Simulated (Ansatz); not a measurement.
**TiS₂: all-electron results**

```
CELL_PARAMETERS angstrom
3.41200 0.00000 0.00000
-1.70600 2.95488 0.00000
0.00000 0.00000 5.69500
ATOMIC_POSITIONS crystal
Ti 0.00000 0.00000 0.00000
S 0.33333 0.66667 0.25000
S 0.66667 0.33333 0.75000
```

Atom numbers follow the list: Ti1, S2, S3.

The cell comes from COD entry 1537865, which wasn't checked; take it as a given geometry. It is an old determination, and later ones may differ.

Levels of theory: DFT, LDA, all-electron LAPW, scalar-relativistic (Ansatz 0.2.0); DFT, LDA, PAW with Ansatz's default frozen-core files, scalar-relativistic (Ansatz 0.2.0).

For LAPW: a Γ-centred 12×12×7 k mesh, Fermi–Dirac smearing of 0.05 eV, basis error target 1 meV/atom, no spin polarisation. PAW takes a cutoff of 420 eV at this cell (files made with PBE, cores remade for this functional). The Ansatz runs share mesh, smearing and spin set-up. Values come from LAPW unless marked.

| Item | Value |
| --- | --- |
| Bader charges (from the PAW run) | Ti1 +1.66, S2 -0.83 e |
| Density of states at the Fermi level (0.2 eV bin) | 0.27 states/eV per cell |
| Löwdin charges (with 0.15 e of the cell spilling out of the atomic basis, so their sizes and signs hang on that basis) | Ti1 0.77, S2 -0.31 e |
| Pressure at this cell | -6.26 GPa |
| Volume per atom | 19.14 Å³ |

Task: Band gap: what does the calculation give?

Result: None at this level of theory (metallic, semimetallic, or a small gap that the functional closes).

Task: Predict this quantity. Largest force.

Result: 0.437 eV/Å on S2.

Task: Stress xx, yy, zz (compression positive): what does the calculation give?

Result: -6.72, -6.72, -5.32 GPa.
